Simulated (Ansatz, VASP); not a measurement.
Al in VASP and in Ansatz

File INCAR:

```
ALGO = Fast
EDIFF = 1E-6
ENCUT = 520
GGA = PE
ISIF = 2
ISMEAR = 0
LASPH = T
LCHARG = F
LREAL = F
LWAVE = F
NBANDS = 8
NELM = 80
PREC = Accurate
SIGMA = 0.15
```

Contents of KPOINTS:

```
k-points
0
Gamma
  22 22 22
```

POSCAR

```
Al
1.0
   -1.6282835057      1.6282835057      1.5110470933
    1.6282835057     -1.6282835057      1.5110470933
    1.6282835057      1.6282835057     -1.5110470933
Al
1
Direct
    0.0000000000      0.0000000000      0.0000000000
```

Input for Ansatz:

```yaml
crystal:
  lattice:
    - [-1.6282835057, 1.6282835057, 1.5110470933]
    - [1.6282835057, -1.6282835057, 1.5110470933]
    - [1.6282835057, 1.6282835057, -1.5110470933]
  atoms:
    - { symbol: Al, position: [0.0, 0.0, 0.0] }
basis:
  ecutwfc: 420
kpoints:
  mp_grid: { grid: [22, 22, 22] }
hamiltonian:
  xc: pbe
scf:
  occupations: { method: gaussian, width: 0.15 }
output:
  forces: true
  stress: true
  eigenvalues: true
```

Alike in both runs: task single point; functional PBE; k mesh 22 × 22 × 22; occupations gaussian, width 0.15 eV; no spin polarisation.

|  | VASP | Ansatz |
| --- | --- | --- |
| version | VASP 6.6.1 | Ansatz 0.2.0 |
| potentials or method | VASP PAW PBE potentials, release 64 (Al) | scalar-relativistic, plane waves, PAW |
| plane-wave cutoff (eV) | 520 | 420 |
| valence electrons in the cell | 3 | 3 |

VASP gave:

```
gap on the k mesh at the Fermi level (eV)       : none
pressure (GPa)                                  : 4.2
largest component of the traceless stress (GPa) : 1.30
```

What did Ansatz give for the same quantities?

gap on the k mesh at the Fermi level (eV): none; pressure (GPa): 4.2; largest component of the traceless stress (GPa): 1.29.

A gap of «none» marks a metal or a gap that the smearing closes. The functional is the same, so the differences come from potentials, cutoffs and numerics.
